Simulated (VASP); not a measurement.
A run of VASP 6.6.1 is set up as follows.

INCAR

```
SYSTEM = Ta
ALGO = Normal
EDIFF = 1E-6
EDIFFG = -0.005
ENCUT = 600
IBRION = 2
ISIF = 3
ISMEAR = 1
IVDW = 13
LASPH = .True.
LCHARG = .False.
LMIXTAU = .True.
LREAL = .False.
LWAVE = .False.
METAGGA = R2SCAN
NELM = 60
NSW = 40
PREC = Accurate
SIGMA = 0.1
VDW_A1 = 0.51559235
VDW_A2 = 5.77342911
VDW_S6 = 1.0
VDW_S8 = 0.6018749
```

KPOINTS

```
k-points
0
Gamma
  8 8 8
  0 0 0
```

Contents of POSCAR:

```
Ta
1.0
   -1.7138403400      1.6638007000      1.6059510000
    1.6932035700     -1.6823021200      1.6038156500
    1.6862236500      1.6546854300     -1.6244524300
Ta
1
Direct
    0.0000000000      0.0000000000      0.0000000000
```

Potentials or basis: VASP PAW PBE potentials, release 64 (Ta_pv).

Command:

```sh
$ cat potpaw_PBE.64/Ta_pv/POTCAR > POTCAR
$ mpirun -np 1 vasp_std > vasp.out
```

Question: What does it give for the space group after relaxing (to 0.05 Å)?

Answer: Im-3m (No. 229).

Question: Predict the relaxed volume.

Answer: 17.80 Å³/atom.

Question: What does it give for the relaxed cell?

Answer: a = 2.849 Å, b = 2.849 Å, c = 2.849 Å, α = 109.48°, β = 109.46°, γ = 109.47°.

Final structure:
```yaml
crystal:
  lattice:
    - [-1.64454, 1.64486, 1.64470]
    - [1.64451, -1.64490, 1.64472]
    - [1.64447, 1.64504, -1.64463]
  atoms:
    - { symbol: Ta, position: [0.00000, 0.00000, 0.00000] }
```

Caveat: the PAW data sets were made with another functional, which shifts forces and pressure a little; pairwise dispersion overbinds metals, which lowers pressure and volume. The run has no spin-orbit coupling, so splittings on Ta are missing.
